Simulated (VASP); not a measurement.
# Sb (I4/mmm) in VASP: notebook

The runs below take Sb through single point, with r2SCAN.

Program: VASP 6.6.1. These are calculated values, not measurements. Logs are shortened: lines on timing, memory, paths and dates and some standing lists are left out, and cuts for length are marked.

## 1. Starting point

The structure is tetragonal, space group I4/mmm (No. 139). The conventional cell has a = 3.153 Å, b = 3.153 Å, c = 5.424 Å, α = 90.00°, β = 90.00°, γ = 90.00°. Around Sb (site symmetry 4/mmm) lie 12 Sb at 3.15 to 3.51 Å.

This isn't the form of Sb at room conditions, which is rhombohedral.

## 2. Single point, r2SCAN

Contents of INCAR:

```
SYSTEM = Sb
PREC = Accurate
ENCUT = 250
EDIFF = 1E-6
ISMEAR = 0
SIGMA = 0.1
LREAL = .FALSE.
LASPH = .TRUE.
NELM = 100
ALGO = Normal
ISIF = 2
LWAVE = .FALSE.
LCHARG = .FALSE.
METAGGA = R2SCAN
LMIXTAU = .TRUE.
ADDGRID = .FALSE.
```

Contents of KPOINTS:

```
regular mesh
0
G
  11 11 11
  0 0 0
```

Contents of POSCAR:

```
Sb
1.0
   -1.5765401831      1.5765401831      2.7119384313
    1.5765401831     -1.5765401831      2.7119384313
    1.5765401831      1.5765401831     -2.7119384313
Sb
1
Direct
    0.0000000000      0.0000000000      0.0000000000
```

Potentials or basis: VASP PAW PBE potentials, release 64 (Sb).

Command:

```
$ cat potpaw_PBE.64/Sb/POTCAR > POTCAR
$ mpirun -np 1 vasp_std > vasp.out
```

OUTCAR:

```text
SYSTEM = Sb
   PREC = Accurate
   ENCUT = 250
   EDIFF = 1E-6
   ISMEAR = 0
   LREAL = .FALSE.
   LASPH = .TRUE.
   NELM = 100
   ISIF = 2
   METAGGA = R2SCAN

 Found    126 irreducible k-points:

 Following reciprocal coordinates:
            Coordinates               Weight
  0.000000  0.000000  0.000000      1.000000
  0.090909  0.000000  0.000000      8.000000
  0.181818  0.000000 -0.000000      8.000000
  0.272727  0.000000 -0.000000      8.000000
  0.363636  0.000000 -0.000000      8.000000
  0.454545  0.000000 -0.000000      8.000000
   k-points           NKPTS =    126   k-points in BZ     NKDIM =    126   number of bands    NBANDS=      6
   number of dos      NEDOS =    301   number of ions     NIONS =      1
   total plane-waves  NPLWV =   5832
   dimension x,y,z NGX =    18 NGY =   18 NGZ =   18
   dimension x,y,z NGXF=    36 NGYF=   36 NGZF=   36
   ions per type =               1
   NGX,Y,Z   is equivalent  to a cutoff of   8.52,  8.52,  8.52 a.u.
   NGXF,Y,Z  is equivalent  to a cutoff of  17.05, 17.05, 17.05 a.u.
 SYSTEM =  Sb
   PREC   = accura    normal or accurate (medium, high low for compatibility)
   ISTART =      0    job   : 0-new  1-cont  2-samecut
   ICHARG =      2    charge: 1-file 2-atom 10-const
   ISPIN  =      1    spin polarized calculation?
   LNONCOLLINEAR =      F non collinear calculations
   LSORBIT =      F    spin-orbit coupling
   LASPH  =      T    aspherical Exc in radial PAW
   ENCUT  =  250.0 eV  18.37 Ry    4.29 a.u.   4.53  4.53  4.53*2*pi/ulx,y,z
   NELM   =    100;   NELMIN=  2; NELMDL= -5     # of ELM steps
   EDIFF  = 0.1E-05   stopping-criterion for ELM
   LREAL  =      F    real-space projection
   EDIFFG = 0.1E-04   stopping-criterion for IOM
   NSW    =      0    number of steps for IOM
   IBRION =     -1    ionic relax: 0-MD 1-quasi-New 2-CG
   NFREE  =      0    steps in history (QN), initial steepest desc. (CG)
   ISIF   =      2    stress and relaxation
   ISYM   =      2    0-nonsym 1-usesym 2-fastsym
   POTIM  = 0.5000    time-step for ionic-motion
   TEBEG  =    0.0;   TEEND  =   0.0 temperature during run
   PSTRESS=    0.0 pullay stress
   NELECT =       5.0000    total number of electrons
   NUPDOWN=      -1.0000    fix difference up-down
   EMIN   =  10.00;   EMAX   =-10.00  energy-range for DOS
   EFERMI =   0.00;   METHOD = LEGACY
   ISMEAR =     0;   SIGMA  =   0.10  broadening in eV -4-tet -1-fermi 0-gaus
   EFERMI_NEDOS =   21; number of points for ismear=-14 and -15
   IALGO  =     38    algorithm
   IMIX   =      4    mixing-type and parameters
     AMIX     =   0.40;   BMIX     =  1.00
     AMIX_MAG =   1.60;   BMIX_MAG =  1.00
  volume/ion in A,a.u.               =      26.96       181.95
  Fermi-wavevector in a.u.,A,eV,Ry     =   0.933573  1.764197 11.858269  0.871558
  Thomas-Fermi vector in A             =   2.060288
   LORBIT       =      0    0 simple, 1 ext, 2 COOP (PROOUT), +10 PAW based schemes
   METAGGA = R2SCAN    functional components
   LHFCALC =     F    Hartree Fock is set to
   AEXX    =    0.0000 exact exchange contribution
   IVDW    =     0    specifies the selected vdW correction
   LEPSILON=     F    determine dielectric tensor
   LRPA    =     F    only Hartree local field effects (RPA)
 non-spin polarized calculation
 Gauss-broadening in eV      SIGMA  =   0.10
  energy-cutoff  :      250.00
  volume of cell :       26.96
 maximum number of plane-waves:       250
 NGX is ok and might be reduce to    18
   NGX =  9   NGY =  9   NGZ =  9

 number of electron       5.0000000 magnetization

 Free energy of the ion-electron system (eV)
  ---------------------------------------------------
  ext. energy  EPLUGINS =         0.00000000
  ---------------------------------------------------
  free energy    TOTEN  =       -25.26102969 eV

  energy without entropy =      -25.25820959  energy(sigma->0) =      -25.25961964

 E-fermi :   8.5046     XC(G=0): -10.7942

 val. band max:        8.4575172175   @ k =  -0.3636   0.1818   0.0909
 cond. band min:       8.5226907237   @ k =  -0.1818   0.3636   0.0909
 fundamental gap:      0.0651735062
 Fermi energy:         8.5046350279

 k-point     1 :       0.0000    0.0000    0.0000
  band No.  band energies     occupation
      1      -5.1357      2.00000
      2      13.3376      0.00000
      3      14.1997      0.00000
      4      14.1998      0.00000
      5      18.1743      0.00000
      6      19.6812      0.00000

 k-point     2 :       0.0909    0.0000    0.0000
  band No.  band energies     occupation
      1      -4.9601      2.00000
      2      12.4632      0.00000
      3      13.1797      0.00000
      4      14.1617      0.00000
      5      18.0697      0.00000
      6      18.6304      0.00000

 k-point     3 :       0.1818    0.0000   -0.0000
  band No.  band energies     occupation
      1      -4.4361      2.00000
      2       9.8107      0.00000
      3      12.2239      0.00000
      4      14.0913      0.00000
      5      16.8353      0.00000
      6      18.5222      0.00000

 k-point     4 :       0.2727    0.0000   -0.0000
  band No.  band energies     occupation
      1      -3.5778      2.00000
      2       7.0170      2.00000
      3      11.3430      0.00000
      4      14.0604      0.00000
      5      15.9297      0.00000
      6      18.4574      0.00000

 k-point     5 :       0.3636    0.0000   -0.0000
  band No.  band energies     occupation
      1      -2.4387      2.00000
      2       4.5076      2.00000
      3      10.6820      0.00000
      4      14.0896      0.00000
      5      15.3390      0.00000
      6      18.6409      0.00000

 k-point     6 :       0.4545    0.0000   -0.0000
  band No.  band energies     occupation
      1      -1.2871      2.00000
      2       2.6534      2.00000
      3      10.3326      0.00000
      4      14.1348      0.00000
      5      15.0469      0.00000
      6      19.0606      0.00000

 [... further k-points ...]

------------------------ aborting loop because EDIFF is reached ----------------------------------------

  FORCE on cell =-STRESS in cart. coord.  units (eV):
  Direction    XX          YY          ZZ          XY          YZ          ZX
  --------------------------------------------------------------------------------------
  -------------------------------------------------------------------------------------
  Total        0.0827398      0.0827398      0.2091243      0.0000000      0.0000000      0.0000000
  in kB        4.9167159      4.9167159     12.4269653      0.0000000      0.0000000      0.0000000
  external PRESSURE =       7.4201323 kB  Pullay stress =       0.0000000 kB

 VOLUME and BASIS-vectors are now :
 -----------------------------------------------------------------------------
  energy-cutoff  :      250.00
  volume of cell :       26.96
      direct lattice vectors                 reciprocal lattice vectors
    -1.576540183  1.576540183  2.711938431     0.000000000  0.317150178  0.184369967
     1.576540183 -1.576540183  2.711938431     0.317150178  0.000000000  0.184369967
     1.576540183  1.576540183 -2.711938431     0.317150178  0.317150178  0.000000000

 POSITION                                       TOTAL-FORCE (eV/Angst)
 -----------------------------------------------------------------------------------
      0.00000      0.00000      0.00000        -0.000000     -0.000000      0.000000
 -----------------------------------------------------------------------------------
    total drift:                               -0.000000      0.000000      0.000000

  FREE ENERGIE OF THE ION-ELECTRON SYSTEM (eV)
  ---------------------------------------------------
  free  energy   TOTEN  =       -25.2610296902 eV

  energy  without entropy=      -25.2582095887  energy(sigma->0) =      -25.25961964
```

Wall time 14 s (1 thread of Intel Xeon 6975P-C (Granite Rapids), shared host); peak memory 0.12 GiB.

These settings aren't checked as converged: the numbers below hold their error.

What came out:

```
Free energy            : -25.2610 eV
Pressure               : 0.7 GPa
Band gap on the k mesh : none (metal or under the smearing width)
```

Caveat: the PAW data sets were made with another functional, which shifts forces and pressure a little.

## 3. Single point, r2SCAN

INCAR is that of step 2.

KPOINTS is that of step 2.

Contents of POSCAR:

```
Sb
1.0
   -1.5638750000      1.6131910000      2.7402030000
    1.6104090000     -1.5604430000      2.7365900000
    1.5281950000      1.5247630000     -2.7095380000
Sb
1
Direct
    0.0004760000      0.0218010000      0.0165680000
```

Potentials or basis: VASP PAW PBE potentials, release 64 (Sb).

Command:

```
$ cat potpaw_PBE.64/Sb/POTCAR > POTCAR
$ mpirun -np 1 vasp_std > vasp.out
```

Wall time 72 s (1 thread of Intel Xeon 6975P-C (Granite Rapids), shared host); peak memory 0.14 GiB.

The run converged, but some of its settings lie outside the range that counts as converged, so its numbers aren't taken as properties of the crystal.

What came out:

| Item | Value |
| --- | --- |
| Free energy | -25.2622 eV |
| Pressure | 1.0 GPa |
| Band gap on the k mesh | none (metal or under the smearing width) |

Caveat: the PAW data sets were made with another functional, which shifts forces and pressure a little.
